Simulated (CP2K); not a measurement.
# AlN (F-43m) in CP2K: convergence with rel cutoff ry

Aim: find how far rel cutoff ry must go before the results for AlN settle, at r2SCAN. This setting moves, with any that are tied to it; all else stays.

Everything below comes from runs of CP2K 2026.2. Logs are shortened: lines on timing, memory, paths and dates and some standing lists are left out, and cuts for length are marked.

### Step 1. The structure

It takes space group F-43m (No. 216, cubic). Conventional cell: a = 4.368 Å, b = 4.368 Å, c = 4.368 Å, α = 90.00°, β = 90.00°, γ = 90.00°. Around Al (site symmetry -43m) lie 4 N at 1.89 Å. N (site symmetry -43m) is surrounded by 4 Al at 1.89 Å.

Measurements of this composition are mostly on another form, of space group No. 186.

### Step 2. With rel cutoff ry 20

The input, aln_converge.inp:

```
&GLOBAL
  PROJECT aln_converge
  RUN_TYPE ENERGY_FORCE
  PRINT_LEVEL LOW
&END GLOBAL
&FORCE_EVAL
  METHOD QS
  STRESS_TENSOR ANALYTICAL
  &DFT
    BASIS_SET_FILE_NAME BASIS_MOLOPT_UZH
    POTENTIAL_FILE_NAME POTENTIAL_UZH
    &MGRID
      CUTOFF 675
      REL_CUTOFF 20
      NGRIDS 4
    &END MGRID
    &QS
      METHOD GPW
      EPS_DEFAULT 1.0E-9
    &END QS
    &KPOINTS
      SCHEME MONKHORST-PACK 8 8 8
      GAMMA_CENTERED T
      SYMMETRY T
      SYMMETRY_BACKEND SPGLIB
    &END KPOINTS
    &SCF
      SCF_GUESS ATOMIC
      EPS_SCF 1.0E-6
      MAX_SCF 100
      ADDED_MOS 10
      CHOLESKY OFF
      EPS_EIGVAL 1.0E-7
      &DIAGONALIZATION ON
        ALGORITHM STANDARD
      &END DIAGONALIZATION
      &MIXING ON
        METHOD BROYDEN_MIXING
        ALPHA 0.4
        BETA 1.5
        NBUFFER 8
      &END MIXING
      &SMEAR ON
        METHOD FERMI_DIRAC
        ELECTRONIC_TEMPERATURE 116.05
      &END SMEAR
    &END SCF
    &XC
      &XC_FUNCTIONAL
        &MGGA_X_R2SCAN
        &END MGGA_X_R2SCAN
        &MGGA_C_R2SCAN
        &END MGGA_C_R2SCAN
      &END XC_FUNCTIONAL
    &END XC
    &PRINT
      &KPOINTS ON
      &END KPOINTS
      &MULLIKEN ON
      &END MULLIKEN
      &MO ON
        ENERGIES T
        OCCUPATION_NUMBERS T
        &EACH
          QS_SCF 0
        &END EACH
        ADD_LAST NUMERIC
      &END MO
    &END PRINT
  &END DFT
  &SUBSYS
    &CELL
      A 3.0886333121 0.0000000000 0.0000000000
      B 1.5443166561 2.6748349113 0.0000000000
      C 1.5443166561 0.8916116371 2.5218585391
      PERIODIC XYZ
    &END CELL
    &COORD
      Al  0.0000000000 0.0000000000 0.0000000000
      N   1.5443166561 0.8916116371 0.6304646348
    &END COORD
    &KIND Al
      BASIS_SET TZVP-MOLOPT-SCAN-GTH-q3
      POTENTIAL GTH-SCAN-q3
    &END KIND
    &KIND N
      BASIS_SET TZVP-MOLOPT-SCAN-GTH-q5
      POTENTIAL GTH-SCAN-q5
    &END KIND
    &PRINT
      &ATOMIC_COORDINATES ON
      &END ATOMIC_COORDINATES
      &CELL ON
      &END CELL
    &END PRINT
  &END SUBSYS
  &PRINT
    &FORCES ON
    &END FORCES
    &STRESS_TENSOR ON
    &END STRESS_TENSOR
  &END PRINT
&END FORCE_EVAL
```

Potentials or basis: POTENTIAL_UZH Al GTH-SCAN-q3, N GTH-SCAN-q5; TZVP-MOLOPT-SCAN-GTH basis.

Run with:

```bash
$ OMP_NUM_THREADS=1 cp2k.psmp -i aln_converge.inp -o aln_converge.out
```

aln_converge.out:

```text

 CP2K| version string:                                       CP2K version 2026.2
 CP2K| Input file name                                          aln_converge.inp

 GLOBAL| Force Environment number                                              1
 GLOBAL| Basis set file name                                    BASIS_MOLOPT_UZH
 GLOBAL| Potential file name                                       POTENTIAL_UZH
 GLOBAL| MM Potential file name                                     MM_POTENTIAL
 GLOBAL| Coordinate file name                                      __STD_INPUT__
 GLOBAL| Method name                                                        CP2K
 GLOBAL| Project name                                               aln_converge
 GLOBAL| Run type                                                   ENERGY_FORCE
 GLOBAL| FFT library                                                       FFTW3
[... 5 lines left out ...]
 GLOBAL| Global print level                                                  LOW
 GLOBAL| Total number of message passing processes                             1
 GLOBAL| Number of threads for this process                                    1
 GLOBAL| CPU model name            Intel(R) Xeon(R) Platinum 8375C CPU @ 2.90GHz

 CELL| Volume [angstrom^3]:                                            20.834547
 CELL| Vector a [angstrom]:       3.089     0.000     0.000   |a| =     3.088633
 CELL| Vector b [angstrom]:       1.544     2.675     0.000   |b| =     3.088633
 CELL| Vector c [angstrom]:       1.544     0.892     2.522   |c| =     3.088633
 CELL| Angle (b,c), alpha [degree]:                                    60.000000
 CELL| Angle (a,c), beta  [degree]:                                    60.000000
 CELL| Angle (a,b), gamma [degree]:                                    60.000000
 CELL| Numerically orthorhombic:                                              NO
 CELL| Periodicity                                                           XYZ

 CELL_REF| Volume [angstrom^3]:                                        20.834547
 CELL_REF| Vector a [angstrom     3.089     0.000     0.000   |a| =     3.088633
 CELL_REF| Vector b [angstrom     1.544     2.675     0.000   |b| =     3.088633
 CELL_REF| Vector c [angstrom     1.544     0.892     2.522   |c| =     3.088633
 CELL_REF| Angle (b,c), alpha [degree]:                                60.000000
 CELL_REF| Angle (a,c), beta  [degree]:                                60.000000
[... 12 lines left out ...]
 TOTAL NUMBERS AND MAXIMUM NUMBERS

  Total number of            - Atomic kinds:                                   2
                             - Atoms:                                          2
                             - Shell sets:                                     2
                             - Shells:                                        14
                             - Primitive Cartesian functions:                  9
                             - Cartesian basis functions:                     36
                             - Spherical basis functions:                     34

  Maximum angular momentum of- Orbital basis functions:                        2
                             - Local part of the GTH pseudopotential:          2
                             - Non-local part of the GTH pseudopotential:      2

 MODULE QUICKSTEP: ATOMIC COORDINATES IN ANGSTROM

   Atom Kind Element         X             Y             Z       Z(eff)     Mass
      1    1 Al   13      0.000000      0.000000      0.000000   3.0000  26.9815
      2    2 N     7      1.544317      0.891612      0.630465   5.0000  14.0067

 SCF PARAMETERS         Density guess:                                    ATOMIC
                        --------------------------------------------------------
                        max_scf:                                             100
[... 7 lines left out ...]
                        --------------------------------------------------------
                        level_shift [a.u.]:                             0.000000
                        added MOs                                        10    0
                        --------------------------------------------------------
[... 64 lines left out ...]

  Step     Update method      Time    Convergence         Total energy    Change
  ------------------------------------------------------------------------------
     1 NoMix/Diag. 0.40E+00    3.3     1.94085169       -12.2630420157 -1.23E+01
     2 Broy./Diag. 0.40E+00    4.7     0.14402050       -10.7340278646  1.53E+00
     3 Broy./Diag. 0.40E+00    4.5     0.10424218       -11.6807022205 -9.47E-01
     4 Broy./Diag. 0.40E+00    6.3     0.04138537       -12.1251629853 -4.44E-01
     5 Broy./Diag. 0.40E+00    6.5     0.01031114       -12.0962025346  2.90E-02
     6 Broy./Diag. 0.40E+00    6.6     0.00650847       -12.1349752777 -3.88E-02
     7 Broy./Diag. 0.40E+00    3.9     0.00102852       -12.1339334662  1.04E-03
     8 Broy./Diag. 0.40E+00    4.3     0.00140940       -12.1321191847  1.81E-03
     9 Broy./Diag. 0.40E+00    4.2     0.00006242       -12.1332724825 -1.15E-03
    10 Broy./Diag. 0.40E+00    5.7     0.00004846       -12.1334643600 -1.92E-04
    11 Broy./Diag. 0.40E+00    3.9     0.00001778       -12.1333303533  1.34E-04
    12 Broy./Diag. 0.40E+00    4.1     0.00001628       -12.1333600378 -2.97E-05
    13 Broy./Diag. 0.40E+00    6.9     0.00000069       -12.1333560973  3.94E-06

  *** SCF run converged in    13 steps ***

  Electronic density on regular grids:         -7.9999999961        0.0000000039
  Core density on regular grids:                7.9999999907       -0.0000000093
  Total charge density on r-space grids:       -0.0000000054
  Total charge density g-space grids:          -0.0000000054

  Overlap energy of the core charge distribution:               0.00000000032477
  Self energy of the core charge distribution:                -30.40605333275037
  Core Hamiltonian energy:                                      8.63275719324673
  Hartree energy:                                              13.10233367140799
  Exchange-correlation energy:                                 -3.46239362948108
  Electronic entropic energy:                                  -0.00000000000000
  Fermi energy:                                                 0.28855202026087

  Total energy:                                               -12.13335609725196
  Total energy (extrapolated to T->0):                        -12.13335609725196

 MO| EIGENVALUES AND OCCUPATION NUMBERS FOR K POINT 1
 MO|
 MO|  Index      Eigenvalue [a.u.]        Eigenvalue [eV]             Occupation
 MO|      1              -0.321232              -8.741166               2.000000
 MO|      2               0.009404               0.255909               2.000000
 MO|      3               0.184208               5.012555               2.000000
 MO|      4               0.184210               5.012596               2.000000
 MO|      5               0.493464              13.427832               0.000000
 MO|      6               0.616408              16.773323               0.000000
 MO|      7               0.659181              17.937217               0.000000
 MO|      8               0.659188              17.937426               0.000000
 MO|      9               0.948975              25.822937               0.000000
 MO|     10               0.963544              26.219356               0.000000
 MO|     11               0.963548              26.219469               0.000000
 MO|     12               1.207664              32.862211               0.000000
 MO|     13               1.228500              33.429172               0.000000
[... 263 lines left out ...]
 MO|      4               0.164489               4.475963               2.000000
 MO|      5               0.490410              13.344739               0.000000
 MO|      6               0.587755              15.993620               0.000000
 MO|      7               0.660968              17.985841               0.000000
 MO|      8               0.720168              19.596772               0.000000
 MO|      9               0.848326              23.084124               0.000000
 MO|     10               0.996534              27.117074               0.000000
 MO|     11               1.109157              30.181693               0.000000
 MO|     12               1.197449              32.584252               0.000000
 MO|     13               1.277860              34.772339               0.000000
 MO|     14               1.338472              36.421674               0.000000
 MO| Sum:                                                               8.000000
 MO| E(Fermi):            0.288552 a.u.          7.851900 eV
 MO| Band gap:            0.325922 a.u.          8.868776 eV

 [... the levels of further k-points ...]

 !-----------------------------------------------------------------------------!
                     Mulliken Population Analysis

 #  Atom  Element  Kind  Atomic population                           Net charge
       1     Al       1          1.583257                              1.416743
       2     N        2          6.416743                             -1.416743
 # Total charge                              8.000000                 -0.000000

 !-----------------------------------------------------------------------------!

 ENERGY| Total FORCE_EVAL ( QS ) energy [hartree]            -12.133353153450177

 FORCES| Atomic forces [hartree/bohr]
 FORCES|   Atom     x               y               z               |f|
 FORCES|      1 -1.51951921E-04 -8.70840306E-05 -6.14005161E-05   1.85588356E-04
 FORCES|      2  4.04962948E-04  2.33333696E-04  1.64719207E-04   4.95552238E-04
 FORCES| Sum     2.53011027E-04  1.46249666E-04  1.03318691E-04
 FORCES| Total atomic force                                       3.09964993E-04

 STRESS| Analytical stress tensor [bar]
 STRESS|                        x                   y                   z
 STRESS|      x       -1.12540461957E+04   4.91391043451E+03   3.48713358977E+03
 STRESS|      y        4.91391043451E+03  -1.69648703182E+04   2.01015351103E+03
 STRESS|      z        3.48713358977E+03   2.01015351103E+03  -1.83801746153E+04
 STRESS| 1/3 Trace                                            -1.55330303764E+04
 STRESS| Determinant                                          -2.74473011690E+12

 STRESS| Eigenvectors and eigenvalues of the analytical stress tensor [bar]
 STRESS|                        1                   2                   3
 STRESS| Eigenvalues  -1.98046889840E+04  -1.97921274914E+04  -7.00227465380E+03
 STRESS|      x          -0.169958518849     -0.550925511177      0.817064980895
 STRESS|      y          -0.356274846602      0.807396346989      0.470297110929
 STRESS|      z           0.918793957071      0.211168700340      0.333504789242
```

Wall time 89 s (1 thread of Intel Xeon Platinum 8375C at 2.90GHz (Ice Lake), shared host); peak memory 0.34 GiB.

Results:

- Free energy: -330.1653 eV
- Pressure: -1.6 GPa
- Band gap on the k mesh: 4.01 eV, indirect (least direct gap 4.89 eV)
- Mulliken charges: Al +1.42; N -1.42 e

### Step 3. With rel cutoff ry 30

aln_converge.inp: that of step 2 with these lines changed.

```diff
@@ -13,3 +13,3 @@
       CUTOFF 675
-      REL_CUTOFF 20
+      REL_CUTOFF 30
       NGRIDS 4
```

Potentials or basis: POTENTIAL_UZH Al GTH-SCAN-q3, N GTH-SCAN-q5; TZVP-MOLOPT-SCAN-GTH basis.

Run with:

```bash
$ OMP_NUM_THREADS=1 cp2k.psmp -i aln_converge.inp -o aln_converge.out
```

Run time: 1.8 min. Hardware: 1 thread of Intel Xeon Platinum 8375C at 2.90GHz (Ice Lake), shared host; peak memory 0.34 GiB.

What came out:

```
Free energy            : -330.1599 eV
Pressure               : -2.3 GPa
Band gap on the k mesh : 4.01 eV, indirect (least direct gap 4.89 eV)
Mulliken charges       : Al +1.40; N -1.40 e
```

### Step 4. With rel cutoff ry 40

aln_converge.inp: that of step 3 with these lines changed.

```diff
@@ -13,3 +13,3 @@
       CUTOFF 675
-      REL_CUTOFF 30
+      REL_CUTOFF 40
       NGRIDS 4
```

Run with:

```bash
$ OMP_NUM_THREADS=1 cp2k.psmp -i aln_converge.inp -o aln_converge.out
```

Wall time 1.8 min (1 thread of Intel Xeon Platinum 8375C at 2.90GHz (Ice Lake), shared host); peak memory 0.34 GiB.

What came out:

| Item | Value |
| --- | --- |
| Free energy | -330.1600 eV |
| Pressure | -2.3 GPa |
| Band gap on the k mesh | 4.01 eV, indirect (least direct gap 4.89 eV) |
| Mulliken charges | Al +1.40; N -1.40 e |

### Step 5. With rel cutoff ry 50

aln_converge.inp: that of step 4 with these lines changed.

```diff
@@ -13,3 +13,3 @@
       CUTOFF 675
-      REL_CUTOFF 40
+      REL_CUTOFF 50
       NGRIDS 4
```

Run with:

```bash
$ OMP_NUM_THREADS=1 cp2k.psmp -i aln_converge.inp -o aln_converge.out
```

Run time: 1.9 min. Hardware: 1 thread of Intel Xeon Platinum 8375C at 2.90GHz (Ice Lake), shared host; peak memory 0.34 GiB.

What came out:

| Item | Value |
| --- | --- |
| Free energy | -330.1599 eV |
| Pressure | -2.3 GPa |
| Band gap on the k mesh | 4.01 eV, indirect (least direct gap 4.89 eV) |
| Mulliken charges | Al +1.40; N -1.40 e |

### Step 6. With rel cutoff ry 60

aln_converge.inp: that of step 5 with these lines changed.

```diff
@@ -13,3 +13,3 @@
       CUTOFF 675
-      REL_CUTOFF 50
+      REL_CUTOFF 60
       NGRIDS 4
```

Potentials or basis: POTENTIAL_UZH Al GTH-SCAN-q3, N GTH-SCAN-q5; TZVP-MOLOPT-SCAN-GTH basis.

Run with:

```bash
$ OMP_NUM_THREADS=1 cp2k.psmp -i aln_converge.inp -o aln_converge.out
```

Run time: 2.1 min. Hardware: 1 thread of Intel Xeon Platinum 8375C at 2.90GHz (Ice Lake), shared host; peak memory 0.34 GiB.

It converged, with:

- Free energy: -330.1599 eV
- Pressure: -2.3 GPa
- Band gap on the k mesh: 4.01 eV, indirect (least direct gap 4.89 eV)
- Mulliken charges: Al +1.40; N -1.40 e

### Step 7. With rel cutoff ry 80

aln_converge.inp: that of step 6 with these lines changed.

```diff
@@ -13,3 +13,3 @@
       CUTOFF 675
-      REL_CUTOFF 60
+      REL_CUTOFF 80
       NGRIDS 4
```

Run with:

```bash
$ OMP_NUM_THREADS=1 cp2k.psmp -i aln_converge.inp -o aln_converge.out
```

Wall time 2.5 min (1 thread of Intel Xeon Platinum 8375C at 2.90GHz (Ice Lake), shared host); peak memory 0.34 GiB.

It converged, with:

| Property | Result |
| --- | --- |
| Free energy | -330.1599 eV |
| Pressure | -2.3 GPa |
| Band gap on the k mesh | 4.01 eV, indirect (least direct gap 4.89 eV) |
| Mulliken charges | Al +1.40; N -1.40 e |

### Step 8. With rel cutoff ry 100

aln_converge.inp: that of step 7 with these lines changed.

```diff
@@ -13,3 +13,3 @@
       CUTOFF 675
-      REL_CUTOFF 80
+      REL_CUTOFF 100
       NGRIDS 4
```

Run with:

```bash
$ OMP_NUM_THREADS=1 cp2k.psmp -i aln_converge.inp -o aln_converge.out
```

Wall time 2.8 min (1 thread of Intel Xeon Platinum 8375C at 2.90GHz (Ice Lake), shared host); peak memory 0.34 GiB.

The run converged. Its results:

```
Free energy            : -330.1599 eV
Pressure               : -2.3 GPa
Band gap on the k mesh : 4.01 eV, indirect (least direct gap 4.89 eV)
Mulliken charges       : Al +1.40; N -1.40 e
```

### Step 9. Result

```
rel cutoff ry  energy less the tightest run, at zero smearing (meV/atom)  pressure (GPa)  SCF cycles  CPU time (s)  peak memory (GiB)
           20                                                      -2.70           -1.55          13            89               0.34
           30                                                       0.00           -2.31          13           110               0.34
           40                                                      -0.03           -2.31          13           110               0.34
           50                                                       0.00           -2.32          13           120               0.34
           60                                                       0.00           -2.32          13           120               0.34
           80                                                       0.00           -2.32          13           150               0.34
          100                                                       0.00           -2.32          13           170               0.34
```

Against the tightest run, the energy stays within 1 meV/atom from 30 on; the pressure stays within 0.1 GPa from 30 on. The tightest run that finished is the yardstick and may itself not be fully converged.

Caveats: the basis of atomic orbitals isn't converged, which shifts pressures, moduli and gaps.
